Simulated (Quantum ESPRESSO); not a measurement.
Here is a Quantum ESPRESSO 7.5 calculation.

The input pw.in:

```
&CONTROL
  calculation = 'scf'
  prefix = 'pwscf'
  outdir = './tmp'
  pseudo_dir = './pseudo'
  tprnfor = .true.
  tstress = .true.
  disk_io = 'low'
/
&SYSTEM
  ibrav = 0
  celldm(1) = 8
  nat = 1
  ntyp = 1
  ecutwfc = 70
  nbnd = 13
  occupations = 'smearing'
  smearing = 'fd'
  degauss = 0.00367493
/
&ELECTRONS
  conv_thr = 2d-10
  electron_maxstep = 120
  mixing_beta = 0.5
/
ATOMIC_SPECIES
Sn   118.7100 Sn_ONCV_PBE-1.2.upf
CELL_PARAMETERS alat
 -0.4078357316857   0.4194121939251   0.5523532457137
  0.4078357316857  -0.4194121939251   0.5523532457137
  0.4078357316857   0.4194121939251  -0.5523532457137
ATOMIC_POSITIONS crystal
Sn     0.0000000000    0.0000000000    0.0000000000
K_POINTS automatic
11 11 11 0 0 0
```

The input pp_density.in:

```
&INPUTPP
  prefix = 'pwscf'
  outdir = './tmp'
  filplot = 'density.dat'
  plot_num = 0
/
&PLOT
  nfile = 1
  filepp(1) = 'density.dat'
  iflag = 3
  output_format = 6
  fileout = 'density.cube'
/
```

The input pp_potential.in:

```
&INPUTPP
  prefix = 'pwscf'
  outdir = './tmp'
  filplot = 'potential.dat'
  plot_num = 11
/
&PLOT
  nfile = 1
  filepp(1) = 'potential.dat'
  iflag = 3
  output_format = 6
  fileout = 'potential.cube'
/
```

The input pp_elf.in:

```
&INPUTPP
  prefix = 'pwscf'
  outdir = './tmp'
  filplot = 'elf.dat'
  plot_num = 8
/
&PLOT
  nfile = 1
  filepp(1) = 'elf.dat'
  iflag = 3
  output_format = 6
  fileout = 'elf.cube'
/
```

Contents of bands.in:

```
&CONTROL
  calculation = 'bands'
  prefix = 'pwscf'
  outdir = './tmp'
  pseudo_dir = './pseudo'
  disk_io = 'low'
  verbosity = 'high'
/
&SYSTEM
  ibrav = 0
  celldm(1) = 8
  nat = 1
  ntyp = 1
  ecutwfc = 70
  nbnd = 13
  occupations = 'smearing'
  smearing = 'fd'
  degauss = 0.00367493
/
&ELECTRONS
  conv_thr = 1d-08
  electron_maxstep = 120
  mixing_beta = 0.5
  diago_full_acc = .true.
  startingwfc = 'random'
/
ATOMIC_SPECIES
Sn   118.7100 Sn_ONCV_PBE-1.2.upf
CELL_PARAMETERS alat
 -0.4078357316857   0.4194121939251   0.5523532457137
  0.4078357316857  -0.4194121939251   0.5523532457137
  0.4078357316857   0.4194121939251  -0.5523532457137
ATOMIC_POSITIONS crystal
Sn     0.0000000000    0.0000000000    0.0000000000
K_POINTS crystal
60
 0.0000000000  0.0000000000  0.0000000000 1
-0.0551848570  0.0551848570  0.0551848570 1
-0.1103697140  0.1103697140  0.1103697140 1
-0.1655545709  0.1655545709  0.1655545709 1
-0.2207394279  0.2207394279  0.2207394279 1
-0.2759242849  0.2759242849  0.2759242849 1
-0.3311091419  0.3311091419  0.3311091419 1
-0.3862939988  0.3862939988  0.3862939988 1
-0.2804352521  0.2804352521  0.4921527456 1
-0.1869568348  0.1869568348  0.4947684970 1
-0.0934784174  0.0934784174  0.4973842485 1
 0.0000000000  0.0000000000  0.5000000000 1
 0.0833333333  0.0833333333  0.4166666667 1
 0.1666666667  0.1666666667  0.3333333333 1
 0.2500000000  0.2500000000  0.2500000000 1
 0.1875000000  0.3125000000  0.1875000000 1
 0.1250000000  0.3750000000  0.1250000000 1
 0.0625000000  0.4375000000  0.0625000000 1
 0.0000000000  0.5000000000  0.0000000000 1
 0.0965734997  0.5284265003 -0.0965734997 1
 0.1931469994  0.5568530006 -0.1931469994 1
 0.2897204991  0.5852795009 -0.2897204991 1
 0.3862939988  0.6137060012 -0.3862939988 1
 0.4431469994  0.5568530006 -0.4431469994 1
 0.5000000000  0.5000000000 -0.5000000000 1
 0.4375000000  0.4375000000 -0.4375000000 1
 0.3750000000  0.3750000000 -0.3750000000 1
 0.3125000000  0.3125000000 -0.3125000000 1
 0.2500000000  0.2500000000 -0.2500000000 1
 0.1875000000  0.1875000000 -0.1875000000 1
 0.1250000000  0.1250000000 -0.1250000000 1
 0.0625000000  0.0625000000 -0.0625000000 1
 0.0000000000  0.0000000000  0.0000000000 1
 0.0437934726 -0.0437934726  0.0437934726 1
 0.0875869452 -0.0875869452  0.0875869452 1
 0.1313804178 -0.1313804178  0.1313804178 1
 0.1751738903 -0.1751738903  0.1751738903 1
 0.2189673629 -0.2189673629  0.2189673629 1
 0.2627608355 -0.2627608355  0.2627608355 1
 0.3065543081 -0.3065543081  0.3065543081 1
 0.3503477807 -0.3503477807  0.3503477807 1
 0.3941412533 -0.3941412533  0.3941412533 1
 0.4153130026 -0.3153130026  0.3153130026 1
 0.4364847520 -0.2364847520  0.2364847520 1
 0.4576565013 -0.1576565013  0.1576565013 1
 0.4788282507 -0.0788282507  0.0788282507 1
 0.5000000000  0.0000000000  0.0000000000 1
 0.4642857143  0.0357142857  0.0357142857 1
 0.4285714286  0.0714285714  0.0714285714 1
 0.3928571429  0.1071428571  0.1071428571 1
 0.3571428571  0.1428571429  0.1428571429 1
 0.3214285714  0.1785714286  0.1785714286 1
 0.2857142857  0.2142857143  0.2142857143 1
 0.2500000000  0.2500000000  0.2500000000 1
 0.2804352521 -0.2804352521  0.5078472544 1
 0.3372882527 -0.3372882527  0.4509942539 1
 0.3941412533 -0.3941412533  0.3941412533 1
 0.6058587467  0.3941412533 -0.3941412533 1
 0.5529293734  0.4470706266 -0.4470706266 1
 0.5000000000  0.5000000000 -0.5000000000 1
```

Potentials or basis: SG15 PBE 1.2.

The run is started by

```bash
$ OMP_NUM_THREADS=1 mpirun -n 2 pw.x -nk 2 -in pw.in > pw.out
$ OMP_NUM_THREADS=1 mpirun -n 1 pp.x -in pp_density.in > pp_density.out
$ OMP_NUM_THREADS=1 mpirun -n 1 pp.x -in pp_potential.in > pp_potential.out
$ OMP_NUM_THREADS=1 mpirun -n 1 pp.x -in pp_elf.in > pp_elf.out
$ OMP_NUM_THREADS=1 mpirun -n 2 pw.x -nk 2 -in bands.in > bands.out
```

**Question.** Predict the pressure.

**Answer.** -1.0 GPa.

**Question.** Estimate the band gap on the k mesh.

**Answer.** None (metal or under the smearing width).

Stress tensor (GPa, compression positive):
```
-0.29  0.00  0.00
 0.00 -1.99  0.00
 0.00  0.00 -0.58
```

Caveat: spin-orbit coupling is left out, which moves the levels of the heavy elements.
